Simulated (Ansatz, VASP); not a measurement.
**C: VASP beside Ansatz**

File INCAR:

```
PREC = Accurate ; ENCUT = 600
EDIFF = 1E-6 ; ISMEAR = 0
SIGMA = 0.01 ; LREAL = False
LASPH = True ; NELM = 80
ALGO = Normal ; ISIF = 3
LWAVE = False ; LCHARG = False
IBRION = 2 ; NSW = 80
EDIFFG = -0.002
```

File KPOINTS:

```
regular mesh
0
Gamma
  6 6 6
```

Contents of POSCAR:

```
C
1.0
    3.5680000000      0.0000000000      0.0000000000
    0.0000000000      3.5680000000      0.0000000000
    0.0000000000      0.0000000000      3.5680000000
C
8
Direct
    0.0000000000      0.0000000000      0.0000000000
    0.0000000000      0.5000000000      0.5000000000
    0.5000000000      0.0000000000      0.5000000000
    0.5000000000      0.5000000000      0.0000000000
    0.2500000000      0.2500000000      0.2500000000
    0.2500000000      0.7500000000      0.7500000000
    0.7500000000      0.2500000000      0.7500000000
    0.7500000000      0.7500000000      0.2500000000
```

Input for Ansatz:

```yaml
crystal:
  lattice:
    - [3.568, 0.0, 0.0]
    - [0.0, 3.568, 0.0]
    - [0.0, 0.0, 3.568]
  atoms:
    - { symbol: C, position: [0.0, 0.0, 0.0] }
    - { symbol: C, position: [0.0, 0.5, 0.5] }
    - { symbol: C, position: [0.5, 0.0, 0.5] }
    - { symbol: C, position: [0.5, 0.5, 0.0] }
    - { symbol: C, position: [0.25, 0.25, 0.25] }
    - { symbol: C, position: [0.25, 0.75, 0.75] }
    - { symbol: C, position: [0.75, 0.25, 0.75] }
    - { symbol: C, position: [0.75, 0.75, 0.25] }
scf:
  occupations: { method: fixed }
output:
  forces: true
  stress: true
  eigenvalues: true
  write_density: true
  write_potential: true
  elf: true
  volumetric_format: npy
hamiltonian:
  xc: lda
kpoints:
  mp_grid: { grid: [6, 6, 6] }
basis:
  ecutwfc: 480
relax:
  f_tol: 0.002
  max_steps: 60
  cell: { stress_tol: 0.05 }
```

Alike in both runs: task relaxation of cell and atoms; functional LDA; k mesh 6 × 6 × 6; no spin polarisation.

|  | VASP | Ansatz |
| --- | --- | --- |
| version | VASP 6.6.1 | Ansatz 0.2.0 |
| potentials or method | VASP PAW LDA potentials, release 64 (C) | scalar-relativistic, plane waves, PAW |
| plane-wave cutoff (eV) | 600 | 480 |
| occupations | gaussian, width 0.01 eV | fixed |
| valence electrons in the cell | 32 | 32 |

|  | VASP | Ansatz | Ansatz less VASP |
| --- | --- | --- | --- |
| gap on the k mesh at the Fermi level, each at its own relaxed structure (eV) | 4.19 | 4.20 | +0.011 |
| relaxed volume (Å³/atom) | 5.52 | 5.51 | -0.008 |
| relaxed cell length with the largest relative difference (Å) | 3.534 | 3.532 | -0.0017 |
| energy change over the relaxation (meV/atom) | -7 | -7 | -0.7 |
